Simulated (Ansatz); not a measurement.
## Ti: phonons with PBEsol

Crystal: Ti.

```
Ti
1.0
     0.00000    2.03000    2.03000
     2.03000    0.00000    2.03000
     2.03000    2.03000    0.00000
Ti
1
Cartesian
  0.0000 0.0000 0.0000
```

This isn't the form of Ti at room conditions, which is hcp.

```json
{"Program": "Ansatz 0.2.0", "Task": "phonons", "Functional": "PBEsol", "Potentials or basis": "Ansatz PAW", "Cutoff": "420 eV (not typed: the program's choice for these potentials)", "k mesh": "10 × 10 × 10", "Occupations": "fermi-dirac, width 0.05 eV", "Spin": "no spin polarisation", "q mesh": "2 × 2 × 2", "Path": "[[\"G\", \"X\", \"W\", \"K\", \"G\", \"L\", \"U\", \"W\", \"L\", \"K\"], [\"U\", \"X\"]]", "Points for each segment of the path": "8"}
```

| Quantity | Value |
| --- | --- |
| Band gap on the k mesh | none (metal or under the smearing width) |
| Highest phonon frequency | 233 cm⁻¹ |

Levels at points of the mesh, in eV from the Fermi level:
```
             k point  band 3  band 4  band 5  band 6  band 7  band 8  band 9  band 10
  (0.00, 0.00, 0.00)  -32.29  -32.29   -6.16    0.91    0.91    0.91    2.62     2.62
 (0.00, 0.00, -0.50)  -32.39  -32.39   -2.68    0.72    0.77    0.77    3.77     3.77
(0.00, -0.50, -0.50)  -32.56  -32.56   -2.72   -1.82    3.00    3.76    4.08     4.08
```

Phonon frequencies in cm⁻¹ (negative: imaginary):
```
                q point  frequencies
  (0.000, 0.000, 0.000)        0 0 0
 (0.000, 0.000, -0.500)  105 105 184
(0.000, -0.500, -0.500)  176 176 233
```

Run time: 5.9 s on 2 threads of Arm Neoverse V2, on a shared host, peak memory 0.42 GiB.

Caveat: the q mesh is small, so phonon branches between its points and thermal values are rough.
